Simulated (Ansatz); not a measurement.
## Deforming In

```yaml
crystal:
  lattice:
    - [-1.62615, 1.62615, 2.47395]
    - [1.62615, -1.62615, 2.47395]
    - [1.62615, 1.62615, -2.47395]
  atoms:
    - { symbol: In, position: [0.00000, 0.00000, 0.00000] }
```

The geometry is COD entry 9017523, unchecked; take it as a test cell.

No spin–orbit coupling, which matters for the heavy atoms here.

The calculation used Ansatz 0.2.0, DFT, LDA, all-electron PAW with datasets made for the crystal, scalar-relativistic.

Settings: a Γ-centred 14×14×14 k mesh, Fermi–Dirac smearing of 0.05 eV, cutoff 260 eV (chosen by the program for this cell), no spin polarisation.

The unchanged cell is at -2.67 GPa.

In a metal, stresses and small energies carry noise from the k mesh.

x, y and z are the Cartesian axes of the cell as listed; fractional coordinates follow a strain, and an engineering shear is twice the off-diagonal strain component.

**Question.** With this change (equal xy, yz and zx engineering shear strains of -2 %), what becomes of the energy and stress?

**Answer.** Energy change under 1 meV/atom; stress change (xx, yy, zz, yz, xz, xy) 0.11, 0.11, -0.15, 0.13, 0.13, 0.20 GPa, compression positive.

**Question.** With this change (equal xy, yz and zx engineering shear strains of -1 %), what becomes of the energy and stress?

**Answer.** Energy change under 1 meV/atom; stress change (xx, yy, zz, yz, xz, xy) 0.03, 0.03, -0.04, 0.03, 0.03, 0.07 GPa, compression positive.

With equal xy, yz and zx engineering shear strains of +1 %: energy change under 1 meV/atom; stress change (xx, yy, zz, yz, xz, xy) 0.02, 0.02, -0.02, -0.02, -0.02, -0.05 GPa, compression positive.

With equal xy, yz and zx engineering shear strains of +2 %: energy change under 1 meV/atom; stress change (xx, yy, zz, yz, xz, xy) 0.09, 0.09, -0.10, -0.03, -0.03, -0.09 GPa, compression positive.
